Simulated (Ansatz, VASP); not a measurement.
## Two plane-wave programs on Pb

Contents of INCAR:

```
SYSTEM = Pb
ALGO     = Fast           ! electronic algorithm
EDIFF    = 1E-6           ! SCF threshold, eV
ENCUT    = 520            ! plane-wave cutoff, eV
GGA      = PE             ! functional
ISIF     = 2              ! what is computed and relaxed
ISMEAR   = 0              ! smearing method
LASPH    = .TRUE.         ! aspherical terms in the spheres
LCHARG   = .FALSE.        ! write CHGCAR
LREAL    = .FALSE.        ! projectors in reciprocal space
LWAVE    = .FALSE.        ! write WAVECAR
NBANDS   = 13             ! bands
NELM     = 100            ! most SCF steps
PREC     = Accurate       ! precision mode
SIGMA    = 0.1            ! smearing width, eV
```

Contents of KPOINTS:

```
k-points
0
G
  14 14 14
  0 0 0
```

File POSCAR:

```
Pb
1.0
    0.0000000000      2.6023760063      2.6023760063
    2.6023760063      0.0000000000      2.6023760063
    2.6023760063      2.6023760063      0.0000000000
Pb
1
Direct
    0.0000000000      0.0000000000      0.0000000000
```

Input for Ansatz:

```yaml
crystal:
  lattice:
    - [0.0, 2.6023760063, 2.6023760063]
    - [2.6023760063, 0.0, 2.6023760063]
    - [2.6023760063, 2.6023760063, 0.0]
  atoms:
    - { symbol: Pb, position: [0.0, 0.0, 0.0] }
basis:
  ecutwfc: 420
kpoints:
  mp_grid: { grid: [14, 14, 14] }
hamiltonian:
  xc: pbe
scf:
  occupations: { method: gaussian, width: 0.1 }
output:
  forces: true
  stress: true
  eigenvalues: true
  write_density: true
  write_potential: true
  elf: true
  volumetric_format: npy
```

Alike in both runs: task single point; functional PBE; k mesh 14 × 14 × 14; occupations gaussian, width 0.1 eV; no spin polarisation.

```csv
,VASP,Ansatz
version,VASP 6.6.1,Ansatz 0.2.0
potentials or method,"VASP PAW PBE potentials, release 64 (Pb_d)","scalar-relativistic, plane waves, PAW"
plane-wave cutoff (eV),520,420
valence electrons in the cell,14,14
```

```csv
,VASP,Ansatz,Ansatz less VASP
gap on the k mesh at the Fermi level (eV),none,none,-
pressure (GPa),-3.1,-3.1,+0.05
```

A gap of «none» marks a metal or a gap that the smearing closes. The functional is the same, so the differences come from potentials, cutoffs and numerics.

The runs have no spin-orbit coupling, so splittings on Pb are missing.
